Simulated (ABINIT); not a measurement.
Input of an ABINIT 10.8.3 (patched build) run:

Contents of run.abi:

```
# Pseudopotentials
pp_dirpath "./"
pseudos "Zn.GGA_PBE-ansatz.xml"

# Structure
acell 2.6903548264 2.6821689865 4.9680194986 Angstrom
rprim
     0.9999357607    -0.0096173188    -0.0059984653
    -0.5098481889     0.8602634702    -0.0012594285
    -0.0060416430    -0.0049484508     0.9999695052
ntypat 1
znucl 30
natom 2
typat 1 1
xred
     0.6666666667     0.3333333333     0.7500000000
     0.3333333333     0.6666666667     0.2500000000
chkprim 0
chksymtnons 0
tolsym 1.0e-6

# Plane-wave basis
ecut 419.055348 eV
pawecutdg 30.8
pawxcdev 0
pawovlp 30

# k points
kptopt 4
ngkpt 8 8 4
nshiftk 1
shiftk 0.0 0.0 0.0

# Exchange and correlation
ixc 11
vdw_xc 5

# Bands and occupations
nband 32
occopt 3
tsmear 0.05 eV

# Spin
nspinor 2
nspden 1
pawspnorb 1

# SCF cycle
nstep 100
tolvrs 1.0e-9

# Output
iomode 3
prtwf 0
prteig 0
prtebands 0
enunit 1
prtden 1
prtvha 1
prtvclmb 1
prtpot 1
```

Potentials or basis: Ansatz PAW PBE default generated set, frozen core.

Run with:

```sh
$ mpirun --bind-to none -np 4 abinit run.abi > log 2>&1
```

Task: Estimate the pressure.

Result: -1.2 GPa.

Task: What does it give for the band gap on the k mesh?

Result: None (metal or under the smearing width).

Stress tensor (GPa, compression positive):
```
-1.47  0.59 -0.03
 0.59 -0.67  0.27
-0.03  0.27 -1.61
```

Caveat: pairwise dispersion overbinds metals, which lowers pressure and volume; the atomic spheres overlap.
